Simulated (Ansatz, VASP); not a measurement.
**AlNi (NiAl strained to the junction's net) in two plane-wave programs**

Aim: how closely do two programs agree when they are given the same cell, functional and k mesh? The cell is generated by rule, not measured, and may not be a known phase. The structure shown is the end of the Ansatz relaxation below.

Calculated with Ansatz 0.2.0; plane waves, with VASP 6.6.1 beside it; single point at PBE.

## Step 1: The starting structure

The structure is tetragonal, space group P4/mmm (No. 123). Conventional cell: a = 2.890 Å, b = 2.890 Å, c = 2.902 Å, α = 90.00°, β = 90.00°, γ = 90.00°. Nearest to Ni lie 8 Al at 2.51 Å. Nearest to Al lie 8 Ni at 2.51 Å. Farther neighbours are not listed.

## Step 2: Ansatz: relaxation, PBE

Ansatz runs on its default PAW (the set named soft_2) files.

This run makes the geometry at which the two programs are then compared.

input.yaml

```yaml
crystal:
  lattice:
    - [2.89, 0.0, 0.0]
    - [0.0, 2.89, 0.0]
    - [0.0, 0.0, 2.89]
  atoms:
    - { symbol: Ni, position: [0.0, 0.0, 0.0] }
    - { symbol: Al, position: [0.5, 0.5, 0.5] }
kpoints:
  mp_grid: { grid: [12, 12, 11] }
scf:
  occupations: { method: fermi_dirac, width: 0.1 }
  max_iter: 150
hamiltonian:
  xc: pbe
relax:
  f_tol: 0.01
  max_steps: 40
  cell: { fix: [a, b, angles] }
```

Command:

```sh
ansatz run input.yaml --threads 4 --pin off --max-ram 10240MiB --backend cpu --events-out ev --progress --plain --runs-dir out
```

Numbers of over 12 decimals in the logs are rounded to 6 here.

The log of the run:

```text
Warning: crystal.symmetry: narrowed to the stabiliser of the fixed cell quantities (relax.cell.fix) — unitary ops 48 → 16. The narrowing is safe, since a smaller group never makes results wrong: the run goes on under it, on as many k-points as the starting group would need, or more. Excluded: 32 operations that would move a fixed cell quantity at a test strain (relax.cell.fix fixes a, b, alpha, beta, gamma). The cell can leave their symmetry as it relaxes.
Engine: ansatz 0.2.0, aarch64-unknown-linux-gnu
Pseudopotentials: kind: paw
Pseudopotential: Ni, paw, valence charge 18, recommended cutoff 420 eV (normal), Ni.paw.azcp
Pseudopotential: Al, paw, valence charge 3, recommended cutoff 420 eV (normal), Al.paw.azcp
Functional definition: PBE
  parameter kappa = 0.804
  parameter beta = 0.066725
  exchange = pbe_x(kappa = kappa, mu = beta*pi^2/3)
  correlation = pbe_c(beta = beta)
Crystal: 2 atoms, lattice volume = 24.138 Å³
Basis set: ecut = 420 eV, 461 PW (Γ), exchange–correlation on 40×40×40 points (8 copies of the dense FFT grid, shifted against one another)
Bands: 15, of which v1, the nominal top of the filled ones, is band 11 counted from 1 (10 counted from 0)
Symmetry: 16 space group operations
k-points: 168 of 1584
Non-local potential: Ni, projectors of the file, l = 0: 3, l = 1: 2, l = 2: 3, l = 3: 1
Non-local potential: Al, projectors of the file, l = 0: 2, l = 1: 2, l = 2: 1
PAW form: soft (Blöchl's): semilocal exchange-correlation on the pseudo side does not see the compensation charge
PAW one-centre angular grid: Ni, 590 points (default); XC on 64 Gauss nodes
PAW one-centre angular grid: Al, 110 points (default); XC on 64 Gauss nodes
Initial density: superposition of atomic densities (neutral atoms: chi_scale 0, normalization atom), corrected by the library's trained network
Initial wavefunctions: pseudopotential atomic-orbital guess
Functional: x = pbe(κ = 0.804, μ = 0.219515), c = pbe(β = 0.066725)
SCF iter   1: F=—  HF=-6378.543994 eV  |F-HF|=—  |Δ(HF+E_count)|=         —  Δρ=2.43e-3  dr2=8.69e-4  ethr=1.77e-3  ⟨swp⟩=4.8  Hψ=11469  notcnv=0
preconditioner: auto → none  [metal: Δε(μ)=0.041 eV  Ē_g=9.568 eV  σ=0.100 eV  W_gap=0.10  n_scr=6 (ndim 8)  ℏωp=27.3 eV  f_vac=0.000  D(μ)=0.86/eV (n_scr^D=6)  sad-step TF]
SCF iter   2: F=—  HF=-6378.544003 eV  |F-HF|=—  |Δ(HF+E_count)|=   8.55e-6  Δρ=1.41e-3  dr2=3.56e-4  ethr=4.14e-6  ⟨swp⟩=2.5  Hψ=5131  notcnv=0
SCF iter   3: F=—  HF=-6378.543987 eV  |F-HF|=—  |Δ(HF+E_count)|=   1.63e-5  Δρ=8.68e-5  dr2=1.46e-6  ethr=1.69e-6  ⟨swp⟩=1.0  Hψ=2524  notcnv=0
SCF iter   4: F=—  HF=-6378.544055 eV  |F-HF|=—  |Δ(HF+E_count)|=   6.78e-5  Δρ=2.59e-5  dr2=6.27e-8  ethr=6.97e-9  ⟨swp⟩=2.1  Hψ=3737  notcnv=0
iter 5 did not close the SCF: its close was put off for the readings that it lacked (scf_convergence_deferred on its scf_iter line)
SCF iter   5: F=-6378.544055 eV  HF=-6378.544055 eV  |F-HF|=2.65e-9  |Δ(HF+E_count)|=   1.64e-8  Δρ=4.38e-6  dr2=2.13e-9  ethr=2.99e-10  ⟨swp⟩=2.4  Hψ=4026  notcnv=0
SCF iter   6: F=-6378.544055 eV  HF=-6378.544055 eV  |F-HF|=2.27e-11  |Δ(HF+E_count)|=  1.27e-10  Δρ=7.72e-7  dr2=4.78e-11  ethr=1.02e-11  ⟨swp⟩=1.9  Hψ=7583  notcnv=0
SCF 1 converged in 6 iterations: F = -6378.544055 eV  dr2 = 4.78e-11
  greatest PAW one-centre occupation: 1.001 electrons in one spin orbital (limit 2), on the Ni atom at site 0 (counted from 0), in its partial waves of l = 1
relax step   1: F+E_penalty+E_count = -6378.54405453 eV  Δ(F+E_penalty+E_count) = +0.000e0 eV  max|allowed force component| = 1.479e-31 eV/Å  Δτ_max = 0.0000 Å  P = +0.598 GPa  Ω = 24.138 Å³  fix = [a, b, alpha, beta, gamma]  reactions: a +0.451, b +0.451 GPa  (6 SCF iters, dr2 threshold 1.00e-7 eV, accepted)
[...]
relax step   2: F+E_penalty+E_count = -6378.54425504 eV  Δ(F+E_penalty+E_count) = -2.005e-4 eV  max|allowed force component| = 3.698e-31 eV/Å  Δτ_max = 0.0000 Å  P = +0.233 GPa  Ω = 24.192 Å³  energy of the carried Pulay correction = -2.139e-5 eV  fix = [a, b, alpha, beta, gamma]  reactions: a +0.138, b +0.138 GPa  (6 SCF iters, dr2 threshold 2.00e-7 eV, accepted)
[...]
relax step   3: F+E_penalty+E_count = -6378.54430043 eV  Δ(F+E_penalty+E_count) = -4.539e-5 eV  max|allowed force component| = 2.219e-31 eV/Å  Δτ_max = 0.0000 Å  P = -0.091 GPa  Ω = 24.240 Å³  energy of the carried Pulay correction = -4.055e-5 eV  fix = [a, b, alpha, beta, gamma]  reactions: a -0.139, b -0.139 GPa  (6 SCF iters, dr2 threshold 2.00e-7 eV, accepted)
[...]
relax step   4: F+E_penalty+E_count = -6378.54433996 eV  Δ(F+E_penalty+E_count) = -3.953e-5 eV  max|allowed force component| = 2.465e-31 eV/Å  Δτ_max = 0.0000 Å  P = -0.090 GPa  Ω = 24.240 Å³  fix = [a, b, alpha, beta, gamma]  reactions: a -0.138, b -0.138 GPa  stress off target by 6.63e-3 GPa on what of the cell is left free  SCF on the basis re-selected at this cell (its energy is not comparable with the rows above)  (8 SCF iters)
basis re-selected at this cell: Δ(F+E_penalty+E_count) = -3.953e-5 eV, ΔP = +0.001 GPa vs the last step (what re-selecting the basis moved, of the pressure what is left beyond the Pulay correction that the steps carried, after the strain that the cell walked since its last selection, with what the two solves' SCF thresholds leave and, on support functions, any second-order correction that the steps lacked; it is no m [...]
SCF converged after 8 iterations
Free energy (F): -6378.544340 eV
Harris-Foulkes:  -6378.544340 eV  (|F-HF|=9.09e-13)
Internal energy: -6378.515951 eV  (E = F + TS)
E sigma→0 (E₀):  -6378.530146 eV
Entropy (-TS):   -0.028389 eV (-14.194 meV/atom)
Fermi energy:    13.758759 eV
--- Per-component energies (eV) ---
  E_band       = -340.361978
  E_kinetic    = 310.516990
  E_local      = -4465.616369  (includes V_loc(G=0)·N_el)
  E_nonlocal   = 647.744427
  E_hartree    = 1921.203669
  E_xc         = -126.053418
  E_vxc        = -140.331759  (∫ρ·V_xc dr)
  E_paw        = -2100.376268  (= ΣΔE_a)
  E_vpaw       = -535.083096  (= ΣTr[D̂ρ^β])
  E_aug_tail   = 0.000491  (compensation charges beyond the density's cutoff)
  E_ewald      = -2565.935473
  E_smearing   = -0.028389  (= −TS)
  E_closure    = 0.000000  (closes the sum)
  Σ components = -6378.544340   (vs F -6378.544340, Δ=0.00e0)
--- Forces (eV/Å), atoms counted from 1 ---
  atom   1  Ni    -0.00000000     0.00000000     0.00000000
  atom   2  Al     0.00000000     0.00000000     0.00000000
  max |Σ_I F_I| component: 1.97e-31 eV/Å
--- Stress (GPa, compression-positive) ---
       -0.137928       0.000000       0.000000
        0.000000      -0.137928       0.000000
        0.000000       0.000000       0.006634
  P = ⅓ Tr σ = -0.0897 GPa (-0.897 kbar)
--- Relaxed structure (3 steps of the walk, 3 accepted, 1 SCFs on fresh bases) ---
  F+E_penalty+E_count = -6378.54433996 eV   max|allowed force component| = 2.465e-31 eV/Å   (the final SCF, on the basis selected at the relaxed cell)
  cell:  # Å, volume = 24.2405 Å³
    - [2.89, 0.0, 0.0]
    - [0.0, 2.89, 0.0]
    - [0.0, 0.0, 2.902322]
  atoms:
    - { symbol: Ni, position: [0, 0, 0.0] }
    - { symbol: Al, position: [0.5, 0.5, 0.500000] }
```

## Step 3: VASP: single point, PBE

The same cell, functional, mesh and smearing now go to VASP, with its own data sets.

Lines of VASP's logs that name or quote its potential files are left out, and so is its time.

INCAR

```
SYSTEM = AlNi
PREC = Accurate
ENCUT = 600
EDIFF = 1E-06
NELM = 120
ISMEAR = -1
SIGMA = 0.1
LREAL = .FALSE.
ALGO = Normal
GGA = PE
NBANDS = 12
LASPH = .TRUE.
LORBIT = 11
LWAVE = .FALSE.
LCHARG = .FALSE.
ISIF = 2
GGA_COMPAT = .FALSE.
```

POSCAR

```
AlNi
1.0
    2.8900000000      0.0000000000      0.0000000000
    0.0000000000      2.8900000000      0.0000000000
    0.0000000000      0.0000000000      2.9023222459
Ni Al
1 1
Direct
    0.0000000000      0.0000000000      0.0000000000
    0.5000000000      0.5000000000      0.5000000000
```

KPOINTS

```
Automatic mesh
0
Gamma
12 12 11
0 0 0
```

PAW data sets: Ni and Al (PBE family, release 64).

Command:

```sh
mpirun -np 1 vasp_std
```

The log of the run:

```text
[banner, memory and clock lines left out]
running    1 mpi-ranks, on    1 nodes
 distrk:  each k-point on    1 cores,    1 groups
 distr:  one band on    1 cores,    1 groups

 POSCAR found type information on POSCAR NiAl
 POSCAR found :  2 types and       2 ions
 LDA part: xc-table for (Slater+PW92), standard interpolation
 POSCAR, INCAR and KPOINTS ok, starting setup
 FFT: planning ... GRIDC
 FFT: planning ... GRID_SOFT
 FFT: planning ... GRID
 WAVECAR not read
 entering main loop
       N       E                     dE             d eps       ncg     rms          rms(c)
DAV:   1     0.440524952686E+02    0.44052E+02   -0.61400E+03  4080   0.127E+03
DAV:   2    -0.102365741432E+02   -0.54289E+02   -0.50273E+02  4132   0.203E+02
DAV:   3    -0.119565611933E+02   -0.17200E+01   -0.16997E+01  4912   0.427E+01
DAV:   4    -0.119818664156E+02   -0.25305E-01   -0.25296E-01  4480   0.460E+00
DAV:   5    -0.119826635446E+02   -0.79713E-03   -0.79710E-03  4916   0.909E-01    0.119E+01
DAV:   6    -0.139483227229E+02   -0.19657E+01   -0.49760E+01  4480   0.111E+02    0.159E+01
DAV:   7    -0.105770505835E+02    0.33713E+01   -0.14780E+01  4528   0.664E+01    0.106E+00
DAV:   8    -0.105657191305E+02    0.11331E-01   -0.35452E-01  4944   0.689E+00    0.974E-01
DAV:   9    -0.105525260819E+02    0.13193E-01   -0.46736E-02  4848   0.313E+00    0.184E-01
DAV:  10    -0.105521647458E+02    0.36134E-03   -0.14460E-03  4988   0.544E-01    0.715E-02
DAV:  11    -0.105521634420E+02    0.13038E-05   -0.43462E-05  4684   0.577E-02    0.205E-02
DAV:  12    -0.105521619987E+02    0.14433E-05   -0.27720E-06  3960   0.268E-02    0.413E-03
DAV:  13    -0.105521614950E+02    0.50368E-06   -0.17109E-07  2360   0.391E-03
   1 F= -.10552161E+02 E0= -.10538081E+02  d E =-.281605E-01
```

From OUTCAR (step 3):

```text
ion  position               nearest neighbor table
   1  0.000  0.000  0.000-   2 2.51   2 2.51   2 2.51   2 2.51   2 2.51   2 2.51   2 2.51   2 2.51

  LATTYP: Found a simple tetragonal cell.
 ALAT       =     2.8900000000
 C/A-ratio  =     1.0042637529

 Subroutine GETGRP returns: Found 16 space group operations
 (whereof 16 operations were pure point group operations)

The static configuration has the point symmetry D_4h.

 Found    168 irreducible k-points:

   k-points           NKPTS =    168   k-points in BZ     NKDIM =    168   number of bands    NBANDS=     12

   dimension x,y,z NGX =    24 NGY =   24 NGZ =   24
   dimension x,y,z NGXF=    48 NGYF=   48 NGZF=   48

   ENCUT  =  600.0 eV  44.10 Ry    6.64 a.u.   5.77  5.77  5.80*2*pi/ulx,y,z

   NELECT =      13.0000    total number of electrons

 k-points in reciprocal lattice and weights: Automatic mesh
   0.00000000  0.00000000  0.00000000       0.001
   0.08333333  0.00000000  0.00000000       0.003
   0.16666667  0.00000000  0.00000000       0.003
   0.25000000  0.00000000  0.00000000       0.003
   0.33333333  0.00000000  0.00000000       0.003
   0.41666667  0.00000000  0.00000000       0.003
   0.50000000  0.00000000  0.00000000       0.001
   0.08333333  0.08333333  0.00000000       0.003
   0.16666667  0.08333333  0.00000000       0.005
[...]
0.50000000  0.41666667  0.45454545       0.005
   0.50000000  0.50000000  0.45454545       0.001

 average (electrostatic) potential at core
       1 -81.6557       2 -70.2920

 E-fermi :   9.8500

 k-point     1 :       0.0000    0.0000    0.0000
  band No.  band energies     occupation
    ...
      2       6.6805      2.00000
      3       6.6822      2.00000
      4       8.3260      2.00000
      5       8.3260      2.00000
      6       8.3332      2.00000
      7      15.1895      0.00000
      8      15.3399      0.00000
      9      15.3399      0.00000
     10      17.9098      0.00000
     11      17.9434      0.00000
    ...

 k-point     2 :       0.0833    0.0000    0.0000
  band No.  band energies     occupation
    ...
      2       6.6709      2.00000
      3       6.7113      2.00000
      4       8.2708      2.00000
      5       8.2793      2.00000
      6       8.3318      2.00000
      7      14.1044      0.00000
      8      15.3577      0.00000
      9      15.5068      0.00000
     10      17.9274      0.00000
     11      19.0238      0.00000
    ...

 k-point     3 :       0.1667    0.0000    0.0000
  band No.  band energies     occupation
    ...
      2       6.5949      2.00000
      3       6.7931      2.00000
      4       8.1275      2.00000
      5       8.1390      2.00000
      6       8.3477      2.00000
      7      12.2456      0.00000
      8      15.8416      0.00000
      9      15.9874      0.00000
     10      17.9555      0.00000
     11      20.3793      0.00000
    ...

  Total       -0.0193972     -0.0193972      0.0018345      0.0000000      0.0000000      0.0000000
  in kB       -1.2820584     -1.2820584      0.1212536      0.0000000      0.0000000      0.0000000
  external PRESSURE =      -0.8142877 kB  Pullay stress =       0.0000000 kB

  energy-cutoff  :      600.00
  volume of cell :       24.24
      direct lattice vectors                 reciprocal lattice vectors
     2.890000000  0.000000000  0.000000000     0.346020761  0.000000000  0.000000000
     0.000000000  2.890000000  0.000000000     0.000000000  0.346020761  0.000000000
     0.000000000  0.000000000  2.902322246     0.000000000  0.000000000  0.344551678

 POSITION                                       TOTAL-FORCE (eV/Angst)
 -----------------------------------------------------------------------------------
      0.00000      0.00000      0.00000         0.000000      0.000000      0.000000
      1.44500      1.44500      1.45116         0.000000      0.000000      0.000000
 -----------------------------------------------------------------------------------
    total drift:                               -0.000000      0.000000      0.000000

  FREE ENERGIE OF THE ION-ELECTRON SYSTEM (eV)
  ---------------------------------------------------
  free  energy   TOTEN  =       -10.5521614950 eV

  energy  without entropy=      -10.5240009519  energy(sigma->0) =      -10.53808122

 total charge
# of ion       s       p       d       tot
------------------------------------------
    1        0.469   0.504   8.467   9.441
    2        0.383   0.408   0.000   0.791
--------------------------------------------------
tot          0.852   0.912   8.467  10.232

[... 3 further parts left out ...]
```

This run has no spin polarisation, so a moment on Ni, if there is one, isn't seen. Its electron count is odd, so without a moment it is a metal by construction.

## Step 4: Comparison

Known differences besides the potentials themselves: the data sets hold 21 valence electrons in Ansatz (on its default PAW (the set named soft_2) files) and 13 in VASP; the cutoff is 420 eV in Ansatz and 600 eV in VASP; Ansatz's pressure holds a Pulay correction, VASP's none. Total energies have different zeros and are not compared.

The two programs side by side:

| quantity | Ansatz | VASP | difference |
| --- | --- | --- | --- |
| pressure (GPa) | -0.09 | -0.08 | -0.01 |

## Step 5: What came out

| Property | Result |
| --- | --- |
| difference in pressure (single point, PBE) | -0.0083 GPa |

**Reading.** The difference in pressure is -0.0083 GPa (single point, PBE), within the 1 GPa picked in this series as the mark of a large difference. The data sets hold unlike numbers of valence electrons (21 in Ansatz and 13 in VASP), so part of the differences comes from the potentials. Such differences can come from data sets, numerical settings and the points named under the comparisons, not from the functional's error against experiment.

[Lines on the potential files, build, host, timing and source positions are cut from VASP's logs without a mark.]

[Logs are printed without paths, hosts, clocks, repeated set-up lines and the standing remarks that a program may print on its own settings, such as how far it seeks lower states.]

[Hosts, paths, dates, database ids (printed as entryN), source tags and the programs' standing remarks are cut or masked in the printed files.]
